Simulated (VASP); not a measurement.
Here is a VASP 6.6.1 calculation.

INCAR

```
SYSTEM = Hf
AGGAC = 1.0 ; AGGAX = 1.0
ALDAC = 0.0 ; ALDAX = 1.0
ALGO = Normal ; EDIFF = 1E-7
ENCUT = 600 ; GGA = B5
GGA_COMPAT = .FALSE. ; ISIF = 2
ISMEAR = 1 ; IVDW = 12
LASPH = .TRUE. ; LCHARG = .FALSE.
LMAXMIX = 4 ; LORBIT = 11
LREAL = .FALSE. ; LSORBIT = .TRUE.
LWAVE = .FALSE. ; MAGMOM = 0 0 0 0 0 0
NELM = 80 ; PREC = Accurate
SIGMA = 0.1 ; VDW_A1 = 0.4298
VDW_A2 = 4.2359 ; VDW_S6 = 1.0
VDW_S8 = 2.6996
```

File KPOINTS:

```
k-points
0
G
  7 7 4
  0 0 0
```

File POSCAR:

```
Hf
1.0
    3.1967000000      0.0000000000      0.0000000000
   -1.5983500000      2.7684234083      0.0000000000
    0.0000000000      0.0000000000      5.0578000000
Hf
2
Direct
    0.6666666667      0.3333333333      0.7500000000
    0.3333333333      0.6666666667      0.2500000000
```

Potentials or basis: VASP PAW PBE potentials, release 64 (Hf_sv_GW).

Launch:

```sh
$ cat potpaw_PBE.64/Hf_sv_GW/POTCAR > POTCAR
$ mpirun -np 1 vasp_ncl > vasp.out
```

Task: What does it give for the pressure?

Result: -5.0 GPa.

Task: Predict the dispersion energy per atom.

Result: -1.125 eV.

Stress tensor (GPa, compression positive):
```
-5.35  0.00  0.00
 0.00 -5.35  0.00
 0.00  0.00 -4.24
```

Caveat: the PAW data sets were made with another functional, which shifts forces and pressure a little.
